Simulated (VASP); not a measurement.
# InP: single point with r2SCAN

**The experiment to reproduce.**

From a printed reference work, data compilation, for a bulk crystal of InP at 1.6 K: band gap 1.4236 eV (direct).

The system is InP.

```
In P
1.0
     0.00000    2.95381    2.95381
     2.95381    0.00000    2.95381
     2.95381    2.95381    0.00000
In P
1 1
Direct
  0.00000 0.00000 0.00000
  0.25000 0.25000 0.25000
```

- Program: VASP 6.6.1
- Task: single point
- Functional: r2SCAN
- Potentials or basis: VASP PAW PBE potentials, release 64 (In_d, P)
- Cutoff: 520 eV
- k mesh: 8 × 8 × 8
- Occupations: gaussian, width 0.01 eV
- Spin: no spin polarisation
- Dipole correction: no
- Further INCAR settings: ALGO = Normal; EDIFF = 1e-07; NBANDS = 16

The pressure is -0.1 GPa and the band gap on the k mesh is 1.03 eV, direct.

Levels at points of the mesh, in eV from the valence-band top:
```
           k point  band 7  band 8  band 9  band 10  band 11  band 12
(0.00, 0.00, 0.00)    0.00    0.00    0.00     1.03     4.44     4.44
(0.50, 0.00, 0.00)   -5.75   -0.97   -0.97     1.80     5.16     5.16
(0.50, 0.50, 0.00)   -5.77   -2.33   -2.33     2.04     2.55     9.73
```

Run time: 2.1 min on 1 thread of AMD EPYC 7R13 (shared host), peak memory 0.16 GiB.

Against the measured gap of InP, 1.4236 eV (direct; 1.6 K; a printed reference work, data compilation), the calculated 1.03 eV is off by -0.39 eV. Spin-orbit coupling on In is left out. The value is that of r2SCAN, without temperature or zero-point motion.

Caveat: the PAW data sets were made with another functional, which shifts forces and pressure a little; spin-orbit coupling is left out, which moves the levels of the heavy elements.
